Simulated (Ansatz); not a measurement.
# Structural relaxation of random alloy of the monolayer 2H MoS2-MoSe2 line, x = 0.12 (75 atoms), part 2 of 3

Aim: bring random alloy of the monolayer 2H MoS2-MoSe2 line, x = 0.12 (75 atoms) to a nearby minimum of the energy and see what moves.

Ansatz 0.2.0; Kohn-Sham DFT, PBE, PAW (set soft_2, large core), plane waves.

The cell: 25 Mo, 44 S and 6 Se. The host structure and its lattice constant were typed by rule, without a check against the phase diagram. Only the Γ point is sampled in the main run, in a cell whose shortest periodic width is 14 Å.

So far. Step 3 (Relaxation): The relaxation changed the energy by -26.7 meV/atom, and atoms moved by 0.067 Å r.m.s., 0.19 Å at most.

## Step 5: Single point at the relaxed geometry

One more single point at the end of the walk gives the fuller output and checks the residual forces.

The input, input.yaml:

```yaml
crystal:
  lattice:
    - [15.9875, 0.0, 0.0]
    - [-7.99375, 13.84558, 0.0]
    - [0.0, 0.0, 18.5]
  atoms:
    - { symbol: Mo, position: [0.99919, 0.99907, 0.50105] }
    - { symbol: S, position: [0.13265, 0.06606, 0.58486] }
    - { symbol: S, position: [0.13165, 0.06349, 0.41624] }
    - { symbol: Mo, position: [0.9975, 0.19878, 0.4993] }
    [... 65 atom lines left out ...]
    - { symbol: Mo, position: [0.80032, 0.60029, 0.50199] }
    - { symbol: S, position: [0.93378, 0.66665, 0.58598] }
    - { symbol: S, position: [0.93275, 0.66686, 0.41725] }
    - { symbol: Mo, position: [0.80021, 0.80008, 0.50195] }
    - { symbol: S, position: [0.93346, 0.86682, 0.58606] }
    - { symbol: S, position: [0.93258, 0.86577, 0.41723] }
kpoints:
  mp_grid: { grid: [1, 1, 1] }
hamiltonian:
  xc: pbe
  pseudopotentials: { kind: paw, core: large }
scf:
  occupations: { method: fermi_dirac, width: 0.025 }
output:
  forces: true
  populations: true
  dos:
    method: { smearing: { sigma: 0.08 } }
    de: 0.05
    projected: { site_lists: { Mo: [Mo], S: [S], Se: [Se] } }
  eigenvalues: true
  write_density: true
  write_potential: true
  volumetric_format: npy
```

Launch:

```bash
$ ansatz run input.yaml --threads 6 --pin off --max-ram 102400MiB --backend cuda --events-out ev --progress --plain --runs-dir out
```

Numbers of over 12 decimals in the logs are rounded to 6 here.

Log:

```text
[...]
GPU FFT provider: cuFFT
GPU libraries: cuBLAS 13.8.2, cuFFT 12.4.0, cuSOLVER 12.3.4
Crystal: 75 atoms, lattice volume = 4095.090 Å³
Basis set: ecut = 420 eV, 80065 PW (Γ), exchange–correlation on 216×216×250 points (8 copies of the dense FFT grid, shifted against one another)
Bands: 400, of which v1, the nominal top of the filled ones, is band 325 counted from 1 (324 counted from 0)
Symmetry: 1 space group operations
[...]
k-points: 1
[...]
GPU buffer pool allocated for 1458000 grid points (all kernels)
[...]
SCF iter   1: F=—  HF=-179161.610698 eV  |F-HF|=—  |Δ(HF+E_count)|=         —  Δρ=5.05e-2  dr2=1.62e2  ethr=3.10e-3  ⟨swp⟩=8.0  Hψ=1907  notcnv=0
[...]
SCF iter  17: F=-179125.371811 eV  HF=-179125.371812 eV  |F-HF|=5.37e-8  |Δ(HF+E_count)|=   4.54e-9  Δρ=7.95e-7  dr2=7.39e-8  ethr=1.54e-11  ⟨swp⟩=25.0  Hψ=5056  notcnv=0
SCF 1 converged in 17 iterations: F = -179125.371811 eV  dr2 = 7.39e-8
[...]
SCF converged after 17 iterations
Free energy (F): -179125.371811 eV
[...]
Internal energy: -179125.371811 eV  (E = F + TS)
E sigma→0 (E₀):  -179125.371811 eV
Fermi energy:    0.429097 eV
[...]
--- Forces (eV/Å), atoms counted from 1 ---
  atom   1  Mo    -0.00158410     0.00347351    -0.00202798
  atom   2  S      0.00110135     0.00050970    -0.00096927
  atom   3  S     -0.00015779    -0.00034345    -0.00227282
  atom   4  Mo     0.00185416    -0.00256765     0.00184312
  atom   5  S     -0.00034216    -0.00015783    -0.00122936
  atom   6  Se    -0.00213251     0.00010087    -0.00298334
  atom   7  Mo     0.00008308     0.00043491    -0.00004452
  atom   8  S     -0.00064033     0.00056296    -0.00211925
  atom   9  Se    -0.00143797     0.00084389    -0.00192017
  atom  10  Mo    -0.00242206     0.00006867    -0.00055290
  atom  11  S      0.00045554     0.00109722     0.00015920
  atom  12  S     -0.00017799     0.00013239    -0.00045434
  atom  13  Mo     0.00268307     0.00024214    -0.00254691
  atom  14  S      0.00211447    -0.00049453    -0.00035691
[...]
atom  74  S     -0.00082150    -0.00022452     0.00226592
  atom  75  S      0.00115509     0.00051381     0.00047615
  max |Σ_I F_I| component: 1.52e-4 eV/Å
--- Band table (eV) ---
[...]
--- Löwdin populations: 75 sites ---
  site symbol       q [e]
     0     Mo     13.6633
     1      S      6.0716
     2      S      6.0755
[...]
74      S      6.0671
  spilling = 0.007700 (of n_electrons = 650.000000)
```

It took 7.5 s on 1 × NVIDIA H100 80GB HBM3 with 6 threads of AMD EPYC 7R13 (Zen 3), shared host; peak memory 1.8 GiB; 8.8 s of CPU time.

That memory is the host's; the program planned up to 7.3 GiB on the GPU.

Read from the output:

```
free energy                                      : -179125.3718 eV
free energy per atom                             : -2388.3383 eV/atom
SCF cycles                                       : 17
r.m.s. force component                           : 0.00133 eV/Å
longest force                                    : 0.00596 eV/Å
Fermi energy                                     : 0.4291 eV
gap (highest filled to lowest empty level) : 1.946 eV
potential in mid-vacuum, over the Fermi level    : 4.911 eV
potential 4.5 Å over the upper face              : 4.943 eV
potential 4.5 Å under the lower face             : 4.878 eV
spilling of the projection                       : 0.0077
```

Löwdin charges by element (they lack the spilled electrons, 0.067 e an atom on average):

```tsv
element	coordination	atoms	mean charge (e)	spread	least	most
Mo	all	25	0.334	0.004	0.325	0.338
S	all	44	-0.0713	0.0031	-0.0793	-0.0655
Se	all	6	-0.0342	0.0059	-0.0406	-0.0258
```

States in the cell by windows of 1 eV, zero at the Fermi level; the larger projections on atomic orbitals stand beside the total:

```tsv
from (eV)	to (eV)	total	S p	Mo d	Se p	S s
-14	-13	68.1	1.7	7.0	0.3	48.6
-13	-12	17.9	0.2	3.0	0.0	13.1
-12	-7	0.0	0.0	0.0	0.0	0.0
-7	-6	41.6	24.0	11.9	2.2	0.9
-6	-5	43.9	24.6	13.8	3.2	0.9
-5	-4	79.3	43.0	23.9	4.6	3.8
-4	-3	57.6	30.8	20.7	4.1	0.5
-3	-2	68.4	44.7	13.8	7.1	1.5
-2	-1	57.7	17.3	34.2	3.5	0.6
-1	0	1.6	0.5	0.9	0.0	0.0
0	1	6.7	1.5	4.4	0.4	0.0
1	2	105.0	29.7	64.4	4.3	1.9
```

Between -26 and -14 eV lie 14 more states.

The stored curve holds about 450 of the 650 electrons; the rest, give or take the few that broadening carries across the Fermi level, lie in deeper levels below its range.

The levels nearest the highest filled one (over half full), pooled over k-points and spins:

```tsv
level less the highest filled one (eV)	occupation
-0.225	2
-0.220	2
-0.216	2
-0.205	2
-0.201	2
0	2
1.95	0
1.96	0
1.96	0
1.97	0
1.98	0
1.99	0
```

Planar average of the electrostatic potential energy along the normal, with the Fermi level as zero, after a running mean with a triangular window 4 Å wide at its base:

```tsv
height (Å)	potential energy (eV)
0.0	4.91
0.6	4.90
1.0	4.90
1.6	4.89
2.1	4.89
2.7	4.88
3.1	4.88
3.7	4.87
4.1	4.85
4.7	4.77
5.2	4.50
5.8	3.32
6.4	1.03
6.8	-1.27
7.4	-5.03
7.8	-7.72
8.4	-10.35
8.9	-11.70
9.5	-11.89
9.9	-10.69
10.5	-8.11
11.0	-5.48
11.5	-1.63
12.0	0.78
12.6	3.15
13.2	4.48
13.6	4.84
14.2	4.94
14.7	4.95
15.2	4.94
15.7	4.94
16.3	4.93
16.7	4.93
17.3	4.92
17.8	4.92
18.4	4.91
```

Valence density in the ca plane at fractional y = 0.264, with atoms of S and Se within 0.2 Å of it. It is the smooth field of the valence electrons, not physical close to the nuclei.

Ten even steps from '0' (0.0 e/Å³) to '9' (1.1 e/Å³), each cell a mean:
```
00000000000000003687532478851000000000000000
00000000000000016948732495693000000000000000
00000000000000013788532468751000000000000000
00000000000000000122357422100000000000000000
00000000000000000233356433210000000000000000
00000000000000014889632478872000000000000000
00000000000000016948732486693000000000000000
00000000000000002576433357641000000000000000
00000000000000000112368422100000000000000000
00000000000000001344444444420000000000000000
00000000000000015978732488783000000000000000
00000000000000015968732487793000000000000000
00000000000000001355434345421000000000000000
00000000000000000112257422100000000000000000
00000000000000013555333345531000000000000000
00000000000000027426522364375100000000000000
00000000000000026546422365464100000000000000
00000000000000001333334334421000000000000000
00000000000000000122256322100000000000000000
00000000000000014565333467631000000000000000
00000000000000037326422595882000000000000000
00000000000000026556422488851000000000000000
00000000000000001233345333210000000000000000
00000000000000000122356422110000000000000000
```
Columns run along c (18.5 Å), rows up along a (16.0 Å). Atoms in or near the plane, at fractional coordinates: S at (0.58, 0.13), Se at (0.41, 0.13), Se at (0.59, 0.33), Se at (0.41, 0.34), S at (0.59, 0.53), S at (0.42, 0.54), S at (0.59, 0.73), S at (0.42, 0.73), S at (0.58, 0.93), S at (0.42, 0.93).

Electrostatic potential energy in the ca plane at fractional y = 0.264, with atoms of S and Se within 0.2 Å of it. With pseudopotentials it is smooth inside the atoms' cores, unlike the true potential.

Ten even steps from '0' (-38 eV) to '9' (5 eV), each cell a mean:
```
99999999999999998434787752269999999999999999
99999999999999995010488711128999999999999999
99999999999999998423787753369999999999999999
99999999999999999988754688999999999999999999
99999999999999999888765688899999999999999999
99999999999999997312688741148999999999999999
99999999999999996010488721128999999999999999
99999999999999998645777774479999999999999999
99999999999999999998743588999999999999999999
99999999999999999877766777789999999999999999
99999999999999997111588731138999999999999999
99999999999999997110588730028999999999999999
99999999999999999767776776689999999999999999
99999999999999999998754688999999999999999999
99999999999999998546777775578999999999999999
99999999999999982000688830006999999999999999
99999999999999984002788840017999999999999999
99999999999999998777766787689999999999999999
99999999999999999988754688999999999999999999
99999999999999996336777764589999999999999999
99999999999999971000688611038999999999999999
99999999999999984003788731269999999999999999
99999999999999998888765788899999999999999999
99999999999999999988754688999999999999999999
```
Columns run along c (18.5 Å; values clipped at the 3rd and 97th percentile), rows up along a (16.0 Å). Atoms in or near the plane, at fractional coordinates: S at (0.58, 0.13), Se at (0.41, 0.13), Se at (0.59, 0.33), Se at (0.41, 0.34), S at (0.59, 0.53), S at (0.42, 0.54), S at (0.59, 0.73), S at (0.42, 0.73), S at (0.58, 0.93), S at (0.42, 0.93).

Mean Löwdin charges: Mo +0.33, S -0.07, Se -0.03 e (they miss 0.77 % of the electrons, so they add up to more than the cell's charge). Charges this small depend on the projection, at times even in sign. The largest share in the top eV of filled states is Mo d (63 % of the projected weight), and in the lowest eV of empty states Mo d (64 % of the projected weight). The potential stands 5.90 eV above the highest filled level over the upper face and 5.84 eV under the lower one, a reading of the ionisation potential at this level on the run's k-points, but a rough one: there is no dipole correction, and the values are taken inside the vacuum, not at the faces.

The surroundings of Se20, one of the 6 Se atoms, nearest first, numbered as they follow in the input and with coordinates relative to it.

```tsv
atom	x	y	z	distance (Å)	bonds	Löwdin charge (e)
Se20	0.00	0.00	0.00	0.00	3	-0.03
Mo34	1.65	-0.95	-1.67	2.54	6	0.33
Mo37	0.04	1.88	-1.71	2.54	6	0.32
Mo19	-1.61	-0.97	-1.72	2.54	6	0.33
S2	-1.60	-2.78	-0.13	3.21	3	-0.07
S5	-3.21	0.00	-0.20	3.21	3	-0.07
S38	1.61	2.78	-0.12	3.21	3	-0.07
S23	-1.61	2.78	-0.20	3.21	3	-0.07
S35	3.22	0.00	-0.11	3.23	3	-0.08
S17	1.62	-2.79	-0.12	3.23	3	-0.07
```

The column of bonds counts only the pairs S-Mo within 3.03 Å, Mo-Se within 3.21 Å; other neighbours, such as metal atoms beside each other in a compound, aren't counted, and periodic images can show an atom twice.

## Step 6: K-mesh 2×2×1

Large cells are often run on few k-points; this run checks whether the reference had enough.

input.yaml, as its differences from that of step 5:

```diff
@@ -8,3 +8,3 @@
 kpoints:
-  mp_grid: { grid: [1, 1, 1] }
+  mp_grid: { grid: [2, 2, 1] }
 hamiltonian:
@@ -22,4 +22 @@
   eigenvalues: true
-  write_density: true
-  write_potential: true
-  volumetric_format: npy
```

Log:

```text
[...]
GPU FFT provider: cuFFT
GPU libraries: cuBLAS 13.8.2, cuFFT 12.4.0, cuSOLVER 12.3.4
Crystal: 75 atoms, lattice volume = 4095.090 Å³
Basis set: ecut = 420 eV, 80065 PW (Γ), exchange–correlation on 216×216×250 points (8 copies of the dense FFT grid, shifted against one another)
Bands: 400, of which v1, the nominal top of the filled ones, is band 325 counted from 1 (324 counted from 0)
Symmetry: 1 space group operations
[...]
k-points: 4
[...]
GPU buffer pool allocated for 1458000 grid points (all kernels)
[...]
SCF iter   1: F=—  HF=-179161.551025 eV  |F-HF|=—  |Δ(HF+E_count)|=         —  Δρ=5.05e-2  dr2=1.62e2  ethr=3.10e-3  ⟨swp⟩=8.5  Hψ=7614  notcnv=0
[...]
SCF iter  16: F=—  HF=-179125.414717 eV  |F-HF|=—  |Δ(HF+E_count)|=   1.78e-8  Δρ=1.32e-6  dr2=1.55e-7  ethr=7.98e-11  ⟨swp⟩=2.5  Hψ=1977  notcnv=0  defer=245
SCF iter  17: F=-179125.414717 eV  HF=-179125.414717 eV  |F-HF|=6.57e-8  |Δ(HF+E_count)|=   2.04e-9  Δρ=9.07e-7  dr2=8.83e-8  ethr=1.54e-11  ⟨swp⟩=15.5  Hψ=8312  notcnv=0
SCF 1 converged in 17 iterations: F = -179125.414717 eV  dr2 = 8.83e-8
[...]
SCF converged after 17 iterations
Free energy (F): -179125.414717 eV
[...]
Internal energy: -179125.414717 eV  (E = F + TS)
E sigma→0 (E₀):  -179125.414717 eV
Fermi energy:    0.349210 eV
[...]
Σ components = -179125.414717   (vs F -179125.414717, Δ=0.00e0)
--- Forces (eV/Å), atoms counted from 1 ---
  atom   1  Mo    -0.00125612     0.00335133    -0.00326817
  atom   2  S      0.00045983    -0.00014905    -0.00520444
  atom   3  S     -0.00132303    -0.00311370     0.00310931
  atom   4  Mo     0.00557512    -0.00266345     0.00515909
[...]
atom  75  S     -0.00061207    -0.00018354     0.00046628
  max |Σ_I F_I| component: 7.71e-5 eV/Å
--- Band table (eV) ---
[...]
--- Löwdin populations: 75 sites ---
  site symbol       q [e]
     0     Mo     13.6619
     1      S      6.0717
     2      S      6.0754
[...]
74      S      6.0673
  spilling = 0.007741 (of n_electrons = 650.000000)
```

Elapsed: 12 s, on 1 × NVIDIA H100 80GB HBM3 with 6 threads; peak memory 3.8 GiB; 22 s of CPU time.

That memory is the host's; the program planned up to 35 GiB on the GPU.

Geometry and reference: those of the single point at the relaxed geometry.

Forces differ from those of the single point at the relaxed geometry by 2.4 meV/Å r.m.s.; the energy by -0.57 meV/atom and the gap by -0.16 eV. It took 12 s and 17 cycles; the reference's time can't be set against it, since the two runs asked for unlike analyses.

(Part 2 of 3 ends here.)

[Logs are printed without paths, hosts, clocks, repeated set-up lines and the standing remarks that a program may print on its own settings, such as how far it seeks lower states.]

[Hosts, paths, dates, database ids (printed as entryN), source tags and the programs' standing remarks are cut or masked in the printed files.]
